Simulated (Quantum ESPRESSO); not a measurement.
Set up this calculation in Quantum ESPRESSO 7.5, as the native input.

| Item | Value |
| --- | --- |
| Task | band structure |
| Functional | LDA |
| Potentials or basis | PseudoDojo 0.4.1 SR LDA standard |
| Cutoff | 1088 eV |
| Density cutoff | 4354 eV |
| k mesh | 8 × 8 × 8 |
| Occupations | fermi-dirac, width 0.05 eV |
| Spin | no spin polarisation |
| Form of the LDA correlation | PW92 |
| Mixing beta | 0.5 |
| Most SCF iterations | 120 |
| SCF threshold | 4e-10 Ry |

GaAs:

```
As Ga
1.0
     0.00000    2.82685    2.82685
     2.82685    0.00000    2.82685
     2.82685    2.82685    0.00000
As Ga
1 1
Cartesian
  4.2403 4.2403 4.2403
  0.0000 0.0000 0.0000
```

The input as run:

pw.in

```
&CONTROL
  calculation = 'scf'
  prefix = 'pwscf'
  outdir = './tmp'
  pseudo_dir = './pseudo'
  tprnfor = .true.
  tstress = .true.
  disk_io = 'low'
/
&SYSTEM
  ibrav = 0
  A = 3.99776961
  nat = 2
  ntyp = 2
  ecutwfc = 80
  nbnd = 21
  occupations = 'smearing'
  smearing = 'fd'
  degauss = 0.00367493
/
&ELECTRONS
  conv_thr = 4d-10
  electron_maxstep = 120
  mixing_beta = 0.5
/
ATOMIC_SPECIES
As    74.9216 As.upf
Ga    69.7230 Ga.upf
CELL_PARAMETERS alat
   0.0000000000    0.7071067810    0.7071067810
   0.7071067810    0.0000000000    0.7071067810
   0.7071067810    0.7071067810    0.0000000000
ATOMIC_POSITIONS alat
As     1.0606601715    1.0606601715    1.0606601715
Ga     0.0000000000    0.0000000000    0.0000000000
K_POINTS automatic
8 8 8 0 0 0
```

bands.in

```
&CONTROL
  calculation = 'bands'
  prefix = 'pwscf'
  outdir = './tmp'
  pseudo_dir = './pseudo'
  disk_io = 'low'
  verbosity = 'high'
/
&SYSTEM
  ibrav = 0
  A = 3.99776961
  nat = 2
  ntyp = 2
  ecutwfc = 80
  nbnd = 21
  occupations = 'smearing'
  smearing = 'fd'
  degauss = 0.00367493
/
&ELECTRONS
  conv_thr = 1d-08
  electron_maxstep = 120
  mixing_beta = 0.5
  diago_full_acc = .true.
/
ATOMIC_SPECIES
As    74.9216 As.upf
Ga    69.7230 Ga.upf
CELL_PARAMETERS alat
   0.0000000000    0.7071067810    0.7071067810
   0.7071067810    0.0000000000    0.7071067810
   0.7071067810    0.7071067810    0.0000000000
ATOMIC_POSITIONS alat
As     1.0606601715    1.0606601715    1.0606601715
Ga     0.0000000000    0.0000000000    0.0000000000
K_POINTS crystal
60
 0.0000000000  0.0000000000  0.0000000000 1
 0.0625000000  0.0000000000  0.0625000000 1
 0.1250000000  0.0000000000  0.1250000000 1
 0.1875000000  0.0000000000  0.1875000000 1
 0.2500000000  0.0000000000  0.2500000000 1
 0.3125000000  0.0000000000  0.3125000000 1
 0.3750000000  0.0000000000  0.3750000000 1
 0.4375000000  0.0000000000  0.4375000000 1
 0.5000000000  0.0000000000  0.5000000000 1
 0.5000000000  0.0625000000  0.5625000000 1
 0.5000000000  0.1250000000  0.6250000000 1
 0.5000000000  0.1875000000  0.6875000000 1
 0.5000000000  0.2500000000  0.7500000000 1
 0.4375000000  0.3125000000  0.7500000000 1
 0.3750000000  0.3750000000  0.7500000000 1
 0.3375000000  0.3375000000  0.6750000000 1
 0.3000000000  0.3000000000  0.6000000000 1
 0.2625000000  0.2625000000  0.5250000000 1
 0.2250000000  0.2250000000  0.4500000000 1
 0.1875000000  0.1875000000  0.3750000000 1
 0.1500000000  0.1500000000  0.3000000000 1
 0.1125000000  0.1125000000  0.2250000000 1
 0.0750000000  0.0750000000  0.1500000000 1
 0.0375000000  0.0375000000  0.0750000000 1
 0.0000000000  0.0000000000  0.0000000000 1
 0.0625000000  0.0625000000  0.0625000000 1
 0.1250000000  0.1250000000  0.1250000000 1
 0.1875000000  0.1875000000  0.1875000000 1
 0.2500000000  0.2500000000  0.2500000000 1
 0.3125000000  0.3125000000  0.3125000000 1
 0.3750000000  0.3750000000  0.3750000000 1
 0.4375000000  0.4375000000  0.4375000000 1
 0.5000000000  0.5000000000  0.5000000000 1
 0.5250000000  0.4500000000  0.5250000000 1
 0.5500000000  0.4000000000  0.5500000000 1
 0.5750000000  0.3500000000  0.5750000000 1
 0.6000000000  0.3000000000  0.6000000000 1
 0.6250000000  0.2500000000  0.6250000000 1
 0.5833333333  0.2500000000  0.6666666667 1
 0.5416666667  0.2500000000  0.7083333333 1
 0.5000000000  0.2500000000  0.7500000000 1
 0.5000000000  0.2857142857  0.7142857143 1
 0.5000000000  0.3214285714  0.6785714286 1
 0.5000000000  0.3571428571  0.6428571429 1
 0.5000000000  0.3928571429  0.6071428571 1
 0.5000000000  0.4285714286  0.5714285714 1
 0.5000000000  0.4642857143  0.5357142857 1
 0.5000000000  0.5000000000  0.5000000000 1
 0.4821428571  0.4821428571  0.5357142857 1
 0.4642857143  0.4642857143  0.5714285714 1
 0.4464285714  0.4464285714  0.6071428571 1
 0.4285714286  0.4285714286  0.6428571429 1
 0.4107142857  0.4107142857  0.6785714286 1
 0.3928571429  0.3928571429  0.7142857143 1
 0.3750000000  0.3750000000  0.7500000000 1
 0.6250000000  0.2500000000  0.6250000000 1
 0.5937500000  0.1875000000  0.5937500000 1
 0.5625000000  0.1250000000  0.5625000000 1
 0.5312500000  0.0625000000  0.5312500000 1
 0.5000000000  0.0000000000  0.5000000000 1
```

Potentials or basis: PseudoDojo 0.4.1 SR LDA standard.

Command:

```sh
$ OMP_NUM_THREADS=1 pw.x -in pw.in > pw.out
$ OMP_NUM_THREADS=1 pw.x -in bands.in > bands.out
```

Results of the run:

```json
{
 "Pressure": "-2.1 GPa",
 "Band gap on the k mesh": "0.28 eV, direct",
 "Band gap along the path": "0.28 eV, direct"
}
```

Run time: 68 s on 1 thread of Arm Neoverse V2 (shared host), peak memory 0.11 GiB.
